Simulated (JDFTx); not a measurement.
LiF (Griceite):

```xyz
2
Lattice="0.0000 2.0140 2.0140 2.0140 0.0000 2.0140 2.0140 2.0140 0.0000" Properties=species:S:1:pos:R:3 pbc="T T T"
F     2.0140    2.0140    2.0140
Li    0.0000    0.0000    0.0000
```

Program: JDFTx 1.7.0 (patched build). Alike in all runs: no spin polarisation; cell as given. Hardware: 1 thread of Intel(R) Xeon(R) Platinum 8488C (Sapphire Rapids), on a shared host.

Question: Order these runs on this cell by their wall time, lowest first.
A. task band structure; level LDA; potentials or basis PseudoDojo-SR-LDA-0.4.1-standard; k mesh 11 × 11 × 11; cutoff (eV) 1143; smearing fermi-dirac 0.05 eV; max SCF steps 30; SCF threshold on the energy 1e-06 Ha; solver of the electrons minimize; further solve for the empty bands no; band ratio of the Davidson solver 1.3; mesh quality not flagged
B. task single point; level GLLB-SC; potentials or basis PseudoDojo-SR-PBE-0.5-standard; k mesh 11 × 11 × 11; cutoff (eV) 1143; smearing fixed; max SCF steps 100; SCF threshold on the energy 1e-09 Ha; solver of the electrons scf; further solve for the empty bands yes; mesh quality not flagged
C. task single point; level LDA; potentials or basis PseudoDojo-SR-LDA-0.4.1-standard; k mesh 11 × 11 × 11; cutoff (eV) 1143; smearing fermi-dirac 0.05 eV; max SCF steps 100; SCF threshold on the energy 1e-09 Ha; solver of the electrons scf; further solve for the empty bands yes; mesh quality not flagged
D. task single point; level HSE06; potentials or basis PseudoDojo-SR-PBE-0.5-standard; k mesh 4 × 4 × 4; cutoff (eV) 980; smearing fermi-dirac 0.05 eV; max SCF steps 100; SCF threshold on the energy 1e-07 Ha; solver of the electrons scf; further solve for the empty bands yes; mesh quality coarse

Answer: A (4.5 s), C (17 s), B (37 s), D (1700 s).

Caveats: some runs use coarse meshes; a model potential gives levels but no total energy (some runs); this program's HSE differs a little from the usual definition (some runs); the hybrid runs on potentials with a model core (some runs).

Runs at the PBE level aren't shown here.
